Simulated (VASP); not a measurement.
Wanted: the native input for a VASP 6.6.1 run.

```
Task                   : relaxation of cell and atoms
Functional             : PBE
Potentials or basis    : VASP PAW PBE potentials, release 64 (Pt)
Cutoff                 : 520 eV
k mesh                 : 4 × 4 × 4
Occupations            : gaussian, width 0.1 eV
Spin                   : no spin polarisation
Further INCAR settings : ALGO = Fast; EDIFF = 1e-07; IBRION = 2; EDIFFG = -0.002; NSW = 80; ISIF = 3
```

The structure of Pt lies in POSCAR:

```
Pt
1.0
    0.0000000000      1.9609000000      1.9609000000
    1.9609000000      0.0000000000      1.9609000000
    1.9609000000      1.9609000000      0.0000000000
Pt
1
Direct
    0.0000000000      0.0000000000      0.0000000000
```

The input as run:

INCAR

```
ALGO = Fast ; EDIFF = 1E-7
EDIFFG = -0.002 ; ENCUT = 520
GGA = PE ; IBRION = 2
ISIF = 3 ; ISMEAR = 0
LASPH = T ; LCHARG = F
LREAL = F ; LWAVE = F
NELM = 80 ; NSW = 80
PREC = Accurate ; SIGMA = 0.1
```

KPOINTS

```
k-points
0
Gamma
  4 4 4
```

Potentials or basis: VASP PAW PBE potentials, release 64 (Pt).

Run with:

```bash
$ cat potpaw_PBE.64/Pt/POTCAR > POTCAR
$ mpirun -np 1 vasp_std > vasp.out
```

Results of the run:

```json
{
 "Relaxed volume": "15.49 Å³/atom",
 "Relaxed cell": "a = 2.798 Å, b = 2.798 Å, c = 2.798 Å, α = 60.00°, β = 60.00°, γ = 60.00°",
 "Space group after relaxing (to 0.05 Å)": "Fm-3m (No. 225)",
 "Energy gained by relaxing": "9.6 meV/atom",
 "Ionic steps": "17",
 "Pressure after relaxing": "0.0 GPa",
 "Band gap on the k mesh": "none (metal or under the smearing width)"
}
```

Caveat: the k mesh is coarse (spacing up to 0.69 Å⁻¹), so the values aren't converged.

It took 15 s on 1 thread of AMD EPYC 9R45 96-Core Processor (Zen 5), with other jobs on the host, peak memory 0.11 GiB.
